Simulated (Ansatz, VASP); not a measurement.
Two plane-wave programs on Sn

Contents of INCAR:

```
SYSTEM = Sn
PREC = Accurate ; ENCUT = 520
EDIFF = 1E-6 ; ISMEAR = -1
SIGMA = 0.1 ; LREAL = .False.
LASPH = .True. ; NELM = 80
ALGO = Normal ; ISIF = 2
LWAVE = .False. ; LCHARG = .False.
GGA = CA ; NBANDS = 13
```

KPOINTS

```
Automatic mesh
0
Gamma
  13 13 13
  0 0 0
```

The input POSCAR:

```
Sn
1.0
    0.0000000000      2.2831906275      2.2831906275
    2.2831906275      0.0000000000      2.2831906275
    2.2831906275      2.2831906275      0.0000000000
Sn
1
Direct
    0.0000000000      0.0000000000      0.0000000000
```

Input for Ansatz:

```yaml
crystal:
  lattice:
    - [0.0, 2.2831906275, 2.2831906275]
    - [2.2831906275, 0.0, 2.2831906275]
    - [2.2831906275, 2.2831906275, 0.0]
  atoms:
    - { symbol: Sn, position: [0.0, 0.0, 0.0] }
hamiltonian:
  xc: lda
  pseudopotentials:
    kind: paw
    azcp:
      Sn: "pseudopotentials/Sn.paw.azcp"
basis:
  ecutwfc: 420
  fft_grid_basis: typed
kpoints:
  mp_grid: { grid: [13, 13, 13], shift: [0, 0, 0] }
magnetization:
  spin_polarized: false
scf:
  occupations: { method: fermi_dirac, width: 0.1 }
  lower_state_search: "off"
output:
  stress: true
```

Alike in both runs: task single point; functional LDA; k mesh 13 × 13 × 13; occupations fermi-dirac, width 0.1 eV; no spin polarisation.

|  | VASP | Ansatz |
| --- | --- | --- |
| version | VASP 6.6.1 | Ansatz 0.2.0 |
| potentials or method | VASP PAW LDA potentials, release 64 (Sn_d) | plane waves (420 eV) with PAW, scalar-relativistic |
| plane-wave cutoff (eV) | 520 | 420 |
| valence electrons in the cell | 14 | 14 |

```tsv
	VASP	Ansatz	Ansatz less VASP
pressure (GPa)	5.7	5.7	-0.03
```

Ansatz warned: «pseudo_functional_mismatch».
